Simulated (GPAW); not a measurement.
# BAs (F-43m) in GPAW: settings compared

The runs below take BAs through equation of state, with PBE, LDA.

All numbers are computed with GPAW 26.7.0; they aren't measurements. Logs are shortened: lines on timing, memory, paths and dates and some standing lists are left out, and cuts for length are marked. The log counts tension as positive stress, the text compression.

**What was measured.**

From “Basic Physical Properties of Cubic Boron Arsenide”, 2019, arxiv:1911.11281, for a bulk crystal of BAs: bulk modulus 148 GPa.

How close the calculation comes is told below.

## 1. The crystal as given

It takes space group F-43m (No. 216, cubic). The conventional cell has a = 4.777 Å, b = 4.777 Å, c = 4.777 Å, α = 90.00°, β = 90.00°, γ = 90.00°. Around As (site symmetry -43m) lie 4 B at 2.07 Å. Around B (site symmetry -43m) lie 4 As at 2.07 Å.

## 2. Equation of state, PBE

Input file run.py:

```python
from ase.eos import EquationOfState
from ase.io import Trajectory
from ase.spacegroup import crystal
from ase.units import GPa
from gpaw import GPAW

# As 4c
# B 4a
atoms = crystal(['As', 'B'],
                basis=[[0.25, 0.25, 0.25],
                       [0.0, 0.0, 0.0]],
                spacegroup=216, setting=1,  # F-43m
                cellpar=[4.777, 4.777, 4.777, 90.0, 90.0, 90.0],
                primitive_cell=True)

traj = Trajectory('eos.traj', 'w')
volumes, energies = [], []
for x in [0.94, 0.96, 0.98, 1.0, 1.02, 1.04, 1.06]:
    a = atoms.copy()
    a.set_cell(atoms.cell * x**(1 / 3), scale_atoms=True)
    calc = GPAW(mode='fd',
                h=0.16,
                xc='PBE',
                kpts={'size': (8, 8, 8), 'gamma': True},
                occupations={'name': 'fermi-dirac', 'width': 0.05},
                nbands=11,
                convergence={'density': 1e-05, 'energy': 1e-05},
                maxiter=150,
                txt=f'eos-{x:.2f}.txt')
    a.calc = calc
    energies.append(a.get_potential_energy(force_consistent=True))
    volumes.append(a.get_volume())
    calc.write(f'eos-{x:.2f}.gpw')
    traj.write(a)
    print(f'{x:.2f} {volumes[-1]:10.4f} A^3 {energies[-1]:14.6f} eV', flush=True)

v0, e0, B = EquationOfState(volumes, energies, eos='birchmurnaghan').fit()
print(f'V0 = {v0:.4f} A^3, E0 = {e0:.6f} eV, B0 = {B / GPa:.2f} GPa')
```

Potentials or basis: GPAW PAW data sets (gpaw-data 1.2.1), fd.

Command:

```
OMP_NUM_THREADS=1 python run.py
```

What it wrote:

```text
__  _  _
 | _ |_)|_||  |
 |__||  | ||/\| - 26.7.0

Input parameters:
  mode=FD(),
  convergence={'density': 1e-05, 'energy': 1e-05},
  h=0.16,
  kpts=MonkhorstPack(size=(8, 8, 8), gamma=True),
  maxiter=150,
  nbands=11,
  occupations=Occupations(name='fermi-dirac', width=0.05),
  xc=XC(name='PBE')

Diagonalizing LCAO Hamiltonian
Converting LCAO to fd mode

           As

       B

Atoms  # Å, Bohr magnetons
|   | symbol |        x |        y |        z |    initial magnetic moments |
|---|--------|----------|----------|----------|-----------------------------|
| 0 |     As | 1.169871 | 1.169871 | 1.169871 | ( 0.0000,  0.0000,  0.0000) |
| 1 |      B | 0.000000 | 0.000000 | 0.000000 | ( 0.0000,  0.0000,  0.0000) |

Unit cell  # Å
| periodic |        x |        y |        z |  lengths |    angles |
|----------|----------|----------|----------|----------|-----------|
|      yes | 0.000000 | 2.339741 | 2.339741 | 3.308894 | 60.000000 |
|      yes | 2.339741 | 0.000000 | 2.339741 | 3.308894 | 60.000000 |
|      yes | 2.339741 | 2.339741 | 0.000000 | 3.308894 | 60.000000 |

Number of symmetries: 24
Symmetry operations  # r_c * U_cc + t_c -> r_c
|    | kind |            matrix            |
|----|------|------------------------------|
|  0 |  E   |  1, 0, 0,  0, 1, 0,  0, 0, 1 |
|  1 |  σ   |  1, 0, 0,  0, 0, 1,  0, 1, 0 |
|  2 |  σ   |  1, 0,-1,  0, 1,-1,  0, 0,-1 |
|  3 |  C3  |  1, 0,-1,  0, 0,-1,  0, 1,-1 |
|  4 |  C3  |  1,-1, 0,  0,-1, 1,  0,-1, 0 |
|  5 |  σ   |  1,-1, 0,  0,-1, 0,  0,-1, 1 |
|  6 |  σ   |  0, 1, 0,  1, 0, 0,  0, 0, 1 |
|  7 |  C3  |  0, 1, 0,  0, 0, 1,  1, 0, 0 |
|  8 |  C2  |  0, 1,-1,  1, 0,-1,  0, 0,-1 |
|  9 |  S4  |  0, 1,-1,  0, 0,-1,  1, 0,-1 |
| 10 |  C3  |  0, 0, 1,  1, 0, 0,  0, 1, 0 |
| 11 |  σ   |  0, 0, 1,  0, 1, 0,  1, 0, 0 |
| 12 |  S4  |  0, 0,-1,  1, 0,-1,  0, 1,-1 |
| 13 |  C3  |  0, 0,-1,  0, 1,-1,  1, 0,-1 |
| 14 |  S4  |  0,-1, 1,  1,-1, 0,  0,-1, 0 |
| 15 |  C2  |  0,-1, 1,  0,-1, 0,  1,-1, 0 |
| 16 |  C3  |  0,-1, 0,  1,-1, 0,  0,-1, 1 |
| 17 |  S4  |  0,-1, 0,  0,-1, 1,  1,-1, 0 |
| 18 |  S4  | -1, 1, 0, -1, 0, 1, -1, 0, 0 |
| 19 |  C3  | -1, 1, 0, -1, 0, 0, -1, 0, 1 |
| 20 |  C3  | -1, 0, 1, -1, 1, 0, -1, 0, 0 |
| 21 |  S4  | -1, 0, 1, -1, 0, 0, -1, 1, 0 |
| 22 |  σ   | -1, 0, 0, -1, 1, 0, -1, 0, 1 |
| 23 |  C2  | -1, 0, 0, -1, 0, 1, -1, 1, 0 |

BZ-sampling:
  Number of BZ points: 512
  Number of IBZ points: 29

  Monkhorst-Pack size: [8, 8, 8]
  Monkhorst-Pack shift: [0.0625, 0.0625, 0.0625]

K-points  # in reciprocal-cell coordinates
|     |                                coordinates |     weight |
|-----|--------------------------------------------|------------|
|   0 | (  0.00000000,   0.00000000,   0.00000000) | 0.00195312 |
|   1 | (  0.12500000,   0.12500000,   0.00000000) | 0.01171875 |
|   2 | (  0.12500000,   0.12500000,   0.12500000) | 0.01562500 |
|   3 | (  0.25000000,   0.12500000,   0.12500000) | 0.02343750 |
|   4 | (  0.25000000,   0.25000000,   0.00000000) | 0.01171875 |
|   5 | (  0.25000000,   0.25000000,   0.12500000) | 0.04687500 |
|   6 | (  0.25000000,   0.25000000,   0.25000000) | 0.01562500 |
|   7 | (  0.37500000,   0.25000000,  -0.37500000) | 0.04687500 |
|   8 | (  0.37500000,   0.25000000,   0.12500000) | 0.04687500 |
|   9 | (  0.37500000,   0.25000000,   0.25000000) | 0.04687500 |
| ... |                                            |            |
|  28 | (  0.50000000,   0.50000000,   0.50000000) | 0.00781250 |

Uniform wave function grid shape: (np.int64(16), np.int64(16), np.int64(16))
Spin-components: 1 (collinear spins)
Bands:           11
Projectors:      10
Spin-degeneracy: 2
Datatype:        complex128

Parallelization:
  kpt:    1
  domain: 1
  band:   1

Density:
  Valence electrons: 8.0
  Components: 1
  Grid points: [16 16 16]
  Charge: 0.0  # |e|

Potential:
  Grid points: [16 16 16]

species:
  As:
    name:    Arsenic
    Z:       33.0
    valence: 5
    core:    28
    charge:  0.0  # [|e|]
    compensation charges:
      type: gauss
      rc: 0.33  # [Å]
      lmax: 2
    cutoffs:
      filter: 1.87  # [Å]
      core: 2.96  # [Å]
    projectors
    | kind |    occ | energy [eV] | rcut [Å] |
    |------|--------|-------------|----------|
    |   4s |  2.000 |     -14.487 |    1.058 |
    |   4p |  3.000 |      -5.196 |    1.058 |
    |    s |        |      12.725 |    1.058 |
    |    p |        |      22.016 |    1.058 |
    |    d |        |       0.000 |    1.058 |

    Using partial waves for As as LCAO basis

  B:
    name:    Boron
    Z:       5.0
    valence: 3
    core:    2
    charge:  0.0  # [|e|]
    compensation charges:
      type: gauss
      rc: 0.20  # [Å]
      lmax: 2
    cutoffs:
      filter: 1.14  # [Å]
      core: 1.38  # [Å]
    projectors
    | kind |    occ | energy [eV] | rcut [Å] |
    |------|--------|-------------|----------|
    |   2s |  2.000 |      -9.443 |    0.635 |
    |   2p |  1.000 |      -3.606 |    0.635 |
    |    s |        |      17.768 |    0.635 |
    |    p |        |      23.605 |    0.635 |
    |    d |        |       0.000 |    0.635 |

    Using partial waves for B as LCAO basis

Reference energy: -62172.463167  # eV

eigensolver:
  PPCG
  Converge bands: occupied
  niter=2

density mixing:
  MSR1-Mixer
  Pratt-step length: 0.05
  Maximum mixing coefficient: 0.75
  Old densities: 10
  SVD Regularization: 0.005
  Good broyden scale: 1.0
  Trust region scale: 1.0
  Backstep threshold: 4.0
  History deletion threshold: 6.0
  Fourier metric: weight=20.0, sigma=0.015

occupation numbers:
  Fermi-Dirac:
    width: 0.0500  # eV

FastPoissonSolver using
    Stencil: 12*3+1=37 point O(h^6) finite-difference Laplacian
    FFT axes: [np.int64(0), np.int64(1), np.int64(2)]
    FST axes: []

xc functional:
  name: PBE with 2 nearest neighbor stencil
interpolation: tri-quintic # 5. degree polynomial

convergence criteria:
- Maximum integral of absolute [dens]ity change: 1e-05 electrons / valence electron
- Maximum [total energy] change in last 3 cyles: 1e-05 eV / valence electron
- Maximum integral of absolute [eigenst]ate change: 4e-08 eV^2 / valence electron
maximum number of iterations: 150

SCF iterations
|iter     | |      energy | eigst |  dens |
|---------|-|-------------|-------|-------|
|iter:   1| |  -11.977176 | +0.58 |       |
|iter:   2| |  -11.860026 | -0.94 | -0.70 |
|iter:   3| |  -11.296045 | -0.81 | -0.74 |
|iter:   4| |  -11.298803 | -2.16 | -1.46 |
|iter:   5| |  -11.300492 | -3.03 | -1.86 |
|iter:   6| |  -11.300588 | -4.22 | -2.54 |
|iter:   7| |  -11.300590 | -5.47 | -3.58 |
|iter:   8| |  -11.300590c| -6.47 | -3.94 |
|iter:   9| |  -11.300590c| -7.59c| -4.73 |
|iter:  10| |  -11.300590c| -8.07c| -5.63c|

Converged in 10 steps
Energy contributions relative to reference atoms: (reference = -62172.463167)

Energy contributions:
  Kinetic:          27.280606
  Coulomb:         -23.552576
  Zero:              0.021522
  External:          0.000000
  Xc:              -15.050143
  Entropy:          -0.000000
  Spinorbit:         0.000000
  ----------------------------
  Free energy:     -11.300591
  Extrapolated:    -11.300590

dipole moment: (-11.385456, -11.385456, -11.385456)  # |e|*Ang

Fermi level: 9.342
Eigenvalues  # (at kpt = [0.000, 0.000, 0.000])
| band index |      eig [eV] | occ [0-2] |
|------------|---------------|-----------|
|          0 |        -7.180 |     2.000 |
|          1 |         8.792 |     2.000 |
|          2 |         8.792 |     2.000 |
|          3 |         8.792 |     2.000 |
|          4 |        12.168 |     0.000 |
|          5 |        12.168 |     0.000 |
|          6 |        12.168 |     0.000 |
|          7 |        14.321 |     0.000 |
|          8 |        18.760 |     0.000 |
|          9 |        23.417 |     0.000 |
|         10 |        23.544 |     0.000 |

Gap: 1.135 eV
Transition (v -> c):
  (s=0, k=0, n=3, [0.00, 0.00, 0.00]) -> (s=0, k=12, n=4, [0.38, 0.38, 0.00])
Direct/indirect transitions are different
Direct gap: 3.376 eV
Transition at: (s=0, k=0, n=3, [0.00, 0.00, 0.00])
# Writing to eos-0.94.gpw (mode='')
```

Wall time 55 s (1 thread of INTEL XEON PLATINUM 8581C at 2.10GHz (Emerald Rapids), shared host); peak memory 0.29 GiB.

Results:

```yaml
Equilibrium_volume: 13.92 Å³/atom
Bulk_modulus: 135 GPa
Pressure_derivative_of_the_bulk_modulus: 4.2
```

Energy against volume, from the lowest point:
| volume (Å³/atom) | energy (meV/atom) |
| --- | --- |
| 12.809 | 43.06 |
| 13.081 | 23.66 |
| 13.354 | 10.38 |
| 13.626 | 2.67 |
| 13.899 | 0.00 |
| 14.171 | 1.85 |
| 14.444 | 7.74 |

 PBE usually gives volumes a little too large and moduli too small.

## 3. Equation of state, LDA

run.py: that of step 2 with these lines changed.

```diff
@@ -4,3 +4,3 @@
 from ase.units import GPa
-from gpaw import GPAW
+from gpaw import GPAW, PW
 
@@ -20,8 +20,8 @@
     a.set_cell(atoms.cell * x**(1 / 3), scale_atoms=True)
-    calc = GPAW(mode='fd',
-                h=0.16,
-                xc='PBE',
+    calc = GPAW(mode=PW(1600),
+                xc='LDA',
                 kpts={'size': (8, 8, 8), 'gamma': True},
                 occupations={'name': 'fermi-dirac', 'width': 0.05},
-                nbands=11,
+                setups='hgh',
+                nbands=-7,
                 convergence={'density': 1e-05, 'energy': 1e-05},
@@ -32,5 +32,6 @@
     volumes.append(a.get_volume())
+    p = -a.get_stress()[:3].mean() / GPa
     calc.write(f'eos-{x:.2f}.gpw')
     traj.write(a)
-    print(f'{x:.2f} {volumes[-1]:10.4f} A^3 {energies[-1]:14.6f} eV', flush=True)
+    print(f'{x:.2f} {volumes[-1]:10.4f} A^3 {energies[-1]:14.6f} eV {p:9.3f} GPa', flush=True)
```

Potentials or basis: HGH pseudopotentials, pw.

Command:

```
OMP_NUM_THREADS=1 python run.py
```

Run time: 68 s. Hardware: 1 thread of INTEL XEON PLATINUM 8581C at 2.10GHz (Emerald Rapids), shared host; peak memory 0.28 GiB.

The run converged. Its results:

* Equilibrium volume: 13.13 Å³/atom
* Bulk modulus: 147 GPa
* Pressure derivative of the bulk modulus: 4.1

Energy against volume, from the lowest point:
| volume (Å³/atom) | energy (meV/atom) |
| --- | --- |
| 12.809 | 3.66 |
| 13.081 | 0.00 |
| 13.354 | 1.61 |
| 13.626 | 7.98 |
| 13.899 | 18.62 |
| 14.171 | 33.12 |
| 14.444 | 51.09 |

Caveat: HGH potentials are hard and often keep d shells in the core, so these values are rough. Zero-point motion and thermal expansion aren't in these numbers.

## 4. How close it comes

Step 2. Measured bulk modulus of BAs: 148 GPa (quoted in “Basic Physical Properties of Cubic Boron Arsenide”, 2019, arxiv:1911.11281). This calculation gives 135 GPa (-9.0 %). The fit is for a static lattice scaled at fixed shape and fixed fractional positions.
